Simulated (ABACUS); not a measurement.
Here is an ABACUS 3.10.1 calculation.

File INPUT:

```
INPUT_PARAMETERS
suffix              BN
calculation         scf
basis_type          lcao
pseudo_dir          ./
orbital_dir         ./
symmetry            1
dft_functional      pbe
ecutwfc             100
pseudo_rcut         10
nspin               1
nbands              14
ks_solver           genelpa
smearing_method     fd
smearing_sigma      0.00367493
scf_thr             1e-07
scf_nmax            100
mixing_type         broyden
mixing_beta         0.7
cal_force           1
cal_stress          1
out_mul             1
out_chg             1
```

Contents of STRU:

```
ATOMIC_SPECIES
N 14.0070 N_ONCV_PBE-1.2.upf
B 10.8100 B_ONCV_PBE-1.2.upf

NUMERICAL_ORBITAL
N_confined-atom_6au_3s3p2d1f.orb
B_confined-atom_7au_3s3p2d1f.orb

LATTICE_CONSTANT
4.8452022309

LATTICE_VECTORS
0.0000000000 0.7071067812 0.7071067812
0.7071067812 0.0000000000 0.7071067812
0.7071067812 0.7071067812 0.0000000000

ATOMIC_POSITIONS
Cartesian

N
0.0
1
0.3535533906 0.3535533906 0.3535533906 1 1 1

B
0.0
1
0.0000000000 0.0000000000 0.0000000000 1 1 1
```

The input KPT:

```
K_POINTS
0
Gamma
12 12 12 0 0 0
```

Potentials or basis: SG15 ONCV 1.2 PBE, TZDP LCAO (the cutoffs set its grid).

Run with:

```sh
$ OMP_NUM_THREADS=1 mpirun -np 4 abacus > log
```

(1) What does it give for the band gap on the k mesh?

(2) Predict the Mulliken charges.

(3) Estimate the pressure.

Results:

(1) 4.54 eV, indirect (least direct gap 8.76 eV).

(2) N -0.05; B +0.05 e.

(3) -0.5 GPa.

Caveat: the atomic orbitals were generated for these runs and aren't a published set; the basis of atomic orbitals isn't converged, which shifts pressures, moduli and gaps.

**What was measured.**

A printed reference work, monograph reports, for a bulk crystal of BN at 300 K: band gap 6.4 eV (indirect).

Against the measured gap of BN, 6.4 eV (indirect; 300 K; a printed reference work, monograph), the calculated 4.54 eV is off by -1.86 eV. The value is that of PBE in an atomic basis (SG15 ONCV 1.2 PBE, TZDP LCAO (the cutoffs set its grid)), whose error adds to the functional's, on a finite k mesh, which can miss the band edges, without temperature or zero-point motion. Semilocal functionals fall short of measured gaps as a rule. The cell is a database's relaxed one, not the measured one, which moves gaps too.
